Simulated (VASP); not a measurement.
Set up this calculation in VASP 6.6.1, as the native input.

```yaml
Task: relaxation of cell and atoms
Functional: r2SCAN
Potentials_or_basis: VASP PAW PBE potentials, release 64 (Al, As)
Cutoff: 600 eV
k_mesh: 8 × 8 × 8
Occupations: gaussian, width 0.03 eV
Spin: no spin polarisation
Further_INCAR_settings: ALGO = Normal; EDIFF = 1e-06; IBRION = 2; EDIFFG = -0.01; NSW = 90; ISIF = 3
```

The structure of AlAs lies in POSCAR:

```
AlAs
1.0
    0.0000000000      2.8304000000      2.8304000000
    2.8304000000      0.0000000000      2.8304000000
    2.8304000000      2.8304000000      0.0000000000
Al As
1 1
Direct
    0.0000000000      0.0000000000      0.0000000000
    0.2500000000      0.2500000000      0.2500000000
```

One way to write it, as run:

INCAR

```
SYSTEM = AlAs
  PREC = Accurate
  ENCUT = 600
  EDIFF = 1E-6
  ISMEAR = 0
  SIGMA = 0.03
  LREAL = .False.
  LASPH = .True.
  NELM = 80
  ALGO = Normal
  ISIF = 3
  LWAVE = .False.
  LCHARG = .False.
  METAGGA = R2SCAN
  LMIXTAU = .True.
  IBRION = 2
  NSW = 90
  EDIFFG = -0.01
```

KPOINTS

```
regular mesh
0
Gamma
  8 8 8
  0 0 0
```

Potentials or basis: VASP PAW PBE potentials, release 64 (Al, As).

The run is started by

```sh
$ cat potpaw_PBE.64/Al/POTCAR potpaw_PBE.64/As/POTCAR > POTCAR
$ mpirun -np 1 vasp_std > vasp.out
```

Results of the run:

```
Relaxed volume                         : 22.86 Å³/atom
Relaxed cell                           : a = 4.014 Å, b = 4.014 Å, c = 4.014 Å, α = 60.00°, β = 60.00°, γ = 60.00°
Space group after relaxing (to 0.05 Å) : F-43m (No. 216)
Energy gained by relaxing              : 0.4 meV/atom
Ionic steps                            : 3
Pressure after relaxing                : 0.0 GPa
Band gap on the k mesh                 : 1.80 eV, indirect (least direct gap 2.64 eV)
```

Caveat: the PAW data sets were made with another functional, which shifts forces and pressure a little.

It took 99 s on 1 thread of AMD EPYC 9R14 (Zen 4) (shared host), peak memory 0.17 GiB.
